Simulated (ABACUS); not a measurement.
Input of an ABACUS 3.10.1 run:

Contents of INPUT:

```
INPUT_PARAMETERS
suffix              Pt
calculation         scf
basis_type          pw
pseudo_dir          ./
latname             fcc
symmetry            1
dft_functional      MGGA_X_R2SCAN+MGGA_C_R2SCAN
ecutwfc             97
pseudo_rcut         10
nspin               1
nbands              19
ks_solver           dav
smearing_method     fd
smearing_sigma      0.00367493
scf_thr             1e-08
scf_nmax            100
mixing_type         broyden
mixing_beta         0.7
cal_force           1
cal_stress          1
mixing_tau          1
out_chg             1
kpar                4
```

STRU

```
ATOMIC_SPECIES
Pt 195.0840 Pt_ONCV_PBE-1.2.upf

LATTICE_CONSTANT
7.4111279156

ATOMIC_POSITIONS
Direct

Pt
0.0
1
0.0000000000 0.0000000000 0.0000000000 1 1 1
```

KPT

```
K_POINTS
0
Gamma
8 8 8 0 0 0
```

Potentials or basis: SG15 ONCV 1.2 PBE, plane waves.

Run with:

```sh
$ OMP_NUM_THREADS=1 mpirun -np 4 abacus > log
```

Problem. Estimate the pressure.

Solution. 3.3 GPa.

Problem. What does it give for the band gap on the k mesh?

Solution. None (metal or under the smearing width).

Caveat: the potentials were made for another functional, which shifts forces and pressure. Spin-orbit coupling is left out, which matters for the levels of Pt.
